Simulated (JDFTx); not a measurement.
# KBr (Fm-3m) in JDFTx: further runs, part 2 of 2

JDFTx 1.7.0 (patched build). The steps go on from the part before.

**3. Single point, LDA**

Input file KBr.in:

```
lattice Face-Centered Cubic 12.4721924225
coords-type Lattice
ion Br     0.5000000000     0.5000000000     0.5000000000 1
ion K      0.0000000000     0.0000000000     0.0000000000 1

ion-species pseudo/Br.upf
ion-species pseudo/K.upf
elec-cutoff 36 288
elec-ex-corr lda-PW
kpoint-folding 7 7 7
elec-smearing Fermi 0.0018374661
elec-n-bands 14
electronic-SCF nIterations 100 energyDiffThreshold 1e-09
electronic-minimize nIterations 30 energyDiffThreshold 1e-7
converge-empty-states yes
forces-output-coords Cartesian

dump-name run.$VAR
dump End Ecomponents EigStats BandEigs Kpoints Forces Stress ElecDensity
```

Potentials or basis: PseudoDojo-SR-LDA-0.4.1-standard with smoothed tails.

Run with:

```bash
jdftx -c 1 -i KBr.in -o KBr.out
```

Output:

```text
*************** JDFTx 1.7.0 (patched build) ***************

Input parsed successfully to the following command list (including defaults):
[... the input with its defaults ...]

---------- Setting up symmetries ----------

Found 48 point-group symmetries of the bravais lattice
Found 48 space-group symmetries with basis
Applied RMS atom displacement 0 bohrs to make symmetries exact.

---------- Initializing the Grid ----------
R =
[            0       6.2361       6.2361  ]
[       6.2361            0       6.2361  ]
[       6.2361       6.2361            0  ]
unit cell volume = 485.03
G =
[  -0.503776   0.503776   0.503776  ]
[   0.503776  -0.503776   0.503776  ]
[   0.503776   0.503776  -0.503776  ]
Minimum fftbox size, Smin = [  68  68  68  ]
Chosen fftbox size, S = [  70  70  70  ]

---------- Initializing tighter grid for wavefunction operations ----------
R =
[            0       6.2361       6.2361  ]
[       6.2361            0       6.2361  ]
[       6.2361       6.2361            0  ]
unit cell volume = 485.03
G =
[  -0.503776   0.503776   0.503776  ]
[   0.503776  -0.503776   0.503776  ]
[   0.503776   0.503776  -0.503776  ]
Minimum fftbox size, Smin = [  48  48  48  ]
Chosen fftbox size, S = [  48  48  48  ]

---------- Exchange Correlation functional ----------
Initalized Slater LDA exchange.
Initalized Perdew-Wang LDA correlation.

---------- Setting up pseudopotentials ----------
Width of ionic core gaussian charges (only for fluid interactions / plotting) set to 0

Reading pseudopotential file 'pseudo/Br.upf':
  'Br' pseudopotential, 'SLA  PW   NOGX NOGC' functional
  Generated using ONCVPSP code by D. R. Hamann
  7 valence electrons, 2 orbitals, 6 projectors, 1001 radial grid points, with lMax = 2
    4S    l: 0   occupation:  2.0   eigenvalue: -0.746748
    4P    l: 1   occupation:  5.0   eigenvalue: -0.294086
  Core radius for overlap checks: 1.88 bohrs.

Reading pseudopotential file 'pseudo/K.upf':
  'K' pseudopotential, 'SLA  PW   NOGX NOGC' functional
  Generated using ONCVPSP code by D. R. Hamann
  9 valence electrons, 3 orbitals, 6 projectors, 1001 radial grid points, with lMax = 2
    3S    l: 0   occupation:  2.0   eigenvalue: -1.292907
    3P    l: 1   occupation:  6.0   eigenvalue: -0.692317
    4S    l: 0   occupation:  1.0   eigenvalue: -0.089219
  WARNING: large normalization error in atomic orbital 2s (integral: 0.983987).
  Core radius for overlap checks: 1.56 bohrs.

Initialized 2 species with 2 total atoms.

Folded 1 k-points by 7x7x7 to 343 k-points.

---------- Setting up k-points, bands, fillings ----------
Reduced to 20 k-points under symmetry.
Computing the number of bands and number of electrons
Calculating initial fillings.
nElectrons:  16.000000   nBands: 14   nStates: 20

----- Setting up reduced wavefunction bases (one per k-point) -----
average nbasis = 5005.694 , ideal nbasis = 5003.987

---------- Setting up ewald sum ----------
Optimum gaussian width for ewald sums = 2.832327 bohr.
Real space sum over 1331 unit cells with max indices [  5  5  5  ]
Reciprocal space sum over 2197 terms with max indices [  6  6  6  ]

---------- Allocating electronic variables ----------
Initializing wave functions:  linear combination of atomic orbitals
Note: number of bands (14) exceeds available atomic orbitals (9)
Br pseudo-atom occupations:   s ( 2 )  p ( 5 )
K pseudo-atom occupations:   s ( 2 1 )  p ( 6 )
	FillingsUpdate:  mu: +0.149050460  nElectrons: 16.000000
LCAOMinimize: Iter:   0  F: -42.1607702841998417  |grad|_K:  2.554e-03  alpha:  1.000e+00
	FillingsUpdate:  mu: +0.143013531  nElectrons: 16.000000
LCAOMinimize: Iter:   1  F: -42.1704876006423888  |grad|_K:  2.596e-05  alpha:  6.883e-01  linmin:  2.328e-01  cgtest: -5.121e-01
	FillingsUpdate:  mu: +0.142985122  nElectrons: 16.000000
LCAOMinimize: Iter:   2  F: -42.1704883681116769  |grad|_K:  1.613e-05  alpha:  8.169e-01  linmin:  2.598e-04  cgtest:  5.868e-01
	FillingsUpdate:  mu: +0.143013041  nElectrons: 16.000000
LCAOMinimize: Iter:   3  F: -42.1704887048809525  |grad|_K:  5.439e-07  alpha:  6.606e-01  linmin: -1.621e-03  cgtest: -1.656e-03
LCAOMinimize: Converged (|Delta F|<1.000000e-06 for 2 iters).

-------- Electronic minimization -----------
Will mix electronic density at each iteration.
	FillingsUpdate:  mu: +0.143013041  nElectrons: 16.000000
	FillingsUpdate:  mu: +0.100000000  nElectrons: 16.000000
SCF: Cycle:  0   F: -42.185485865850993   dF: -1.500e-02   |Residual|: 7.485e-02   |deigs|: 1.471e-01
	FillingsUpdate:  mu: +0.100000000  nElectrons: 16.000000
SCF: Cycle:  1   F: -42.196689642814910   dF: -1.120e-02   |Residual|: 2.233e-02   |deigs|: 1.830e-02
	FillingsUpdate:  mu: +0.100000000  nElectrons: 16.000000
SCF: Cycle:  2   F: -42.198296793751361   dF: -1.607e-03   |Residual|: 5.403e-03   |deigs|: 7.086e-03
	FillingsUpdate:  mu: +0.100000000  nElectrons: 16.000000
SCF: Cycle:  3   F: -42.198405370665313   dF: -1.086e-04   |Residual|: 8.855e-04   |deigs|: 2.390e-03
	FillingsUpdate:  mu: +0.100000000  nElectrons: 16.000000
SCF: Cycle:  4   F: -42.198431719799295   dF: -2.635e-05   |Residual|: 5.022e-04   |deigs|: 1.281e-03
	FillingsUpdate:  mu: +0.100000000  nElectrons: 16.000000
SCF: Cycle:  5   F: -42.198438407704103   dF: -6.688e-06   |Residual|: 1.550e-04   |deigs|: 6.710e-04
	FillingsUpdate:  mu: +0.100000000  nElectrons: 16.000000
SCF: Cycle:  6   F: -42.198440156000302   dF: -1.748e-06   |Residual|: 5.652e-05   |deigs|: 4.863e-04
	FillingsUpdate:  mu: +0.100000000  nElectrons: 16.000000
SCF: Cycle:  7   F: -42.198441573353442   dF: -1.417e-06   |Residual|: 4.146e-05   |deigs|: 7.692e-04
	FillingsUpdate:  mu: +0.100000000  nElectrons: 16.000000
SCF: Cycle:  8   F: -42.198441910630308   dF: -3.373e-07   |Residual|: 2.303e-05   |deigs|: 3.968e-04
	FillingsUpdate:  mu: +0.100000000  nElectrons: 16.000000
SCF: Cycle:  9   F: -42.198442165997214   dF: -2.554e-07   |Residual|: 9.546e-06   |deigs|: 6.607e-04
	FillingsUpdate:  mu: +0.100000000  nElectrons: 16.000000
SCF: Cycle: 10   F: -42.198442242887893   dF: -7.689e-08   |Residual|: 8.099e-06   |deigs|: 2.912e-04
	FillingsUpdate:  mu: +0.100000000  nElectrons: 16.000000
SCF: Cycle: 11   F: -42.198442284930259   dF: -4.204e-08   |Residual|: 7.328e-06   |deigs|: 3.190e-04
	FillingsUpdate:  mu: +0.100000000  nElectrons: 16.000000
SCF: Cycle: 12   F: -42.198442301043251   dF: -1.611e-08   |Residual|: 4.749e-06   |deigs|: 1.496e-04
	FillingsUpdate:  mu: +0.100000000  nElectrons: 16.000000
SCF: Cycle: 13   F: -42.198442309150039   dF: -8.107e-09   |Residual|: 1.635e-06   |deigs|: 1.793e-04
	FillingsUpdate:  mu: +0.100000000  nElectrons: 16.000000
SCF: Cycle: 14   F: -42.198442312512647   dF: -3.363e-09   |Residual|: 7.752e-07   |deigs|: 1.035e-04
	FillingsUpdate:  mu: +0.100000000  nElectrons: 16.000000
SCF: Cycle: 15   F: -42.198442313891007   dF: -1.378e-09   |Residual|: 1.221e-06   |deigs|: 5.162e-05
	FillingsUpdate:  mu: +0.100000000  nElectrons: 16.000000
SCF: Cycle: 16   F: -42.198442314591126   dF: -7.001e-10   |Residual|: 2.081e-06   |deigs|: 4.373e-05
	FillingsUpdate:  mu: +0.100000000  nElectrons: 16.000000
SCF: Cycle: 17   F: -42.198442314858539   dF: -2.674e-10   |Residual|: 2.059e-06   |deigs|: 3.878e-05
SCF: Converged (|Delta E|<1.000000e-09 for 2 iters).

Setting wave functions to eigenvectors of Hamiltonian
Converging empty states (this may take a while):
EmptyStates: None of the convergence criteria satisfied.
|deigs|: 1.977e-04

# Stress tensor in Cartesian coordinates [Eh/a0^3]:
[  5.64111e-05            0            0  ]
[            0  5.64111e-05            0  ]
[            0            0  5.64111e-05  ]

# Ionic positions in lattice coordinates:
ion Br   0.500000000000000   0.500000000000000   0.500000000000000 1
ion K   0.000000000000000   0.000000000000000   0.000000000000000 1

# Forces in Cartesian coordinates:
force Br   0.000000000000000  -0.000000000000000   0.000000000000000 1
force K   0.000000000000000  -0.000000000000000   0.000000000000000 1

# Energy components:
   Eewald =      -29.3989375838453917
       EH =        9.5890221784161209
     Eloc =      -35.8576030576214393
      Enl =        6.5919851409898023
      Exc =      -11.4117687741955400
 Exc_core =        3.6333349714279550
       KE =       14.6555248099699451
-------------------------------------
     Etot =      -42.1984423148585392

IonicMinimize: Iter:   0  F: -42.198442314858539  |grad|_K:        nan
IonicMinimize: None of the convergence criteria satisfied after 0 iterations.

#--- Lowdin population analysis ---
# oxidation-state Br -0.648
# oxidation-state K +0.705

Dumping 'run.eigStats' ...
	eMin: -0.978377 at state 0 ( [ +0.000000 +0.000000 +0.000000 ] spin 0 )
	HOMO: +0.030661 at state 0 ( [ +0.000000 +0.000000 +0.000000 ] spin 0 )
	mu  : +0.100000
	LUMO: +0.178830 at state 0 ( [ +0.000000 +0.000000 +0.000000 ] spin 0 )
	eMax: +0.428626 at state 13 ( [ +0.000000 +0.285714 -0.285714 ] spin 0 )
	HOMO-LUMO gap: +0.148169
	Optical gap  : +0.148169 at state 0 ( [ +0.000000 +0.000000 +0.000000 ] spin 0 )
WARNING: the last solve of the electrons (or of bands or displaced states from it) ended unconverged.
Done!
[note: mu as printed may lie anywhere between the filled and the empty levels]
```

Run time: 1.9 min. Hardware: 1 thread of Arm Neoverse V1, shared host; peak memory 0.16 GiB.

What came out:

```yaml
Free_energy: -1148.2781 eV
Pressure: -1.7 GPa
Band_gap_on_the_k_mesh: 4.03 eV, direct
Loewdin_charges: Br -0.65; K +0.70 e
```

Caveat: the empty levels aren't tightly converged. As with any semilocal functional, this LDA gap is likely too small.

**4. Single point, PBE**

Input file KBr.in:

```
include KBr.lattice
coords-type Lattice
include KBr.ionpos

ion-species pseudo/Br.upf
ion-species pseudo/K.upf
elec-cutoff 37 296
elec-ex-corr gga-PBE
kpoint-folding 7 7 7
elec-smearing Fermi 0.0018374661
elec-n-bands 14
electronic-SCF nIterations 100 energyDiffThreshold 1e-09
electronic-minimize nIterations 30 energyDiffThreshold 1e-7
converge-empty-states yes
forces-output-coords Cartesian

dump-name run.$VAR
dump End Ecomponents EigStats BandEigs Kpoints Forces Stress ElecDensity
```

Input file KBr.lattice:

```
lattice \
    0.0000000000     6.2360962113     6.2360962113 \
    6.2360962113     0.0000000000     6.2360962113 \
    6.2360962113     6.2360962113     0.0000000000
```

Input file KBr.ionpos:

```
ion Br     0.5000000000     0.5000000000     0.5000000000 1
ion K      0.0000000000     0.0000000000     0.0000000000 1
```

Potentials or basis: PseudoDojo-SR-PBE-0.5-standard with smoothed tails.

Run with:

```bash
jdftx -c 1 -i KBr.in -o KBr.out
```

It took 2.5 min on 1 thread of Arm Neoverse V1, shared host; peak memory 0.19 GiB.

Results (log left out):

```yaml
Free_energy: -1144.4727 eV
Pressure: 0.7 GPa
Band_gap_on_the_k_mesh: 4.44 eV, direct
Loewdin_charges: Br -0.67; K +0.72 e
```

Levels at points of the mesh, in eV from the valence-band top:
```csv
k point,band 4,band 5,band 6,band 7,band 8,band 9,band 10,band 11,band 12,band 13
"(0.00, 0.00, 0.00)",-11.26,-11.26,0.00,0.00,0.00,4.44,7.61,7.61,7.61,8.43
```

Caveat: the empty levels aren't tightly converged; an odd mesh through Γ misses points on the zone boundary, where band edges often lie.

**5. Summary**

```csv
task,level,potentials or basis,cell,k mesh,cutoff (eV),SCF threshold on the energy,further solve for the empty bands,local potential set to -Z/r beyond,gap on the mesh (eV),pressure (GPa)
relaxation of the atoms,LDA,PseudoDojo-SR-LDA-0.4.1-standard,atoms relaxed from: relaxed cell strained by -0.01 in Voigt component 4,6 × 6 × 6,980,1e-10 Ha,no,-,4.31,0.0
single point,LDA,PseudoDojo-SR-LDA-0.4.1-standard with smoothed tails,as given,7 × 7 × 7,980,1e-09 Ha,yes,6 bohr,4.03,-1.7
single point,PBE,PseudoDojo-SR-PBE-0.5-standard with smoothed tails,as given,7 × 7 × 7,1007,1e-09 Ha,yes,6 bohr,4.44,0.7
```

Alike in all rows: no spin polarisation; smearing fermi-dirac 0.05 eV.

Caveats: the empty levels aren't tightly converged (some runs); the relaxation stopped at its first step, so nothing moved (some runs); an odd mesh through Γ misses points on the zone boundary, where band edges often lie (some runs).

Absolute energies hang on the potentials; compare differences alone.
